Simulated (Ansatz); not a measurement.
# CoO under changes of volume

One of the cells (12.873 Å³/atom); the others are scaled copies at fixed shape and fractional positions:

```xyz
2
Lattice="0.0000 2.3436 2.3436 2.3436 0.0000 2.3436 2.3436 2.3436 0.0000" Properties=species:S:1:pos:R:3 pbc="T T T"
Co    0.0000    0.0000    0.0000
O     1.1718    1.1718    1.1718
```

Measurements of this composition are mostly on another form, of space group No. 225.

```yaml
Program: Ansatz 0.2.0
Functional: PBE
Potentials_or_basis: all-electron LAPW, scalar-relativistic
Cutoff: 431 eV (chosen from the basis error)
Basis_error_allowed: 0.0005 eV/atom
k_mesh: 10 × 10 × 10
Occupations: fermi-dirac, width 0.05 eV
Spin: collinear spin, ferromagnetic start
Starting_moments: "[3.0, 0.0] μB"
```

| volume (Å³/atom) | energy over the lowest point (meV/atom) | pressure (GPa) | moment (μB per cell) |
| --- | --- | --- | --- |
| 12.100 | 0.00 | -6.5 | 2.91 |
| 12.358 | ? | ? | ? |
| 12.615 | 27.20 | -10.4 | 2.96 |
| 12.873 | 45.13 | -12.0 | 2.98 |
| 13.130 | 65.51 | -13.5 | 2.99 |
| 13.388 | 88.08 | -14.8 | 3.00 |
| 13.645 | 112.55 | -15.9 | 3.00 |

Question: What does the run at 12.358 Å³/atom give?

Answer: Energy over the lowest point 12.03 meV/atom; pressure -8.5 GPa; moment 2.94 μB per cell.

Worked out: A Birch-Murnaghan fit of order 3 (a polynomial in V^(-2/3)) to the other rows has no minimum within the range. It gives 12.07 meV/atom at 12.358 Å³/atom, against the run's 12.03, and -dE/dV = -8.5 GPa, against -8.5. A parabola through the other rows of the moment, of slope 0.0994 μB per Å³/atom there, gives 2.94 μB, against the run's 2.94.

Energies are extrapolated to zero smearing.

Caveats: a cell with one magnetic atom can't hold antiferromagnetic order, which such compounds often take.
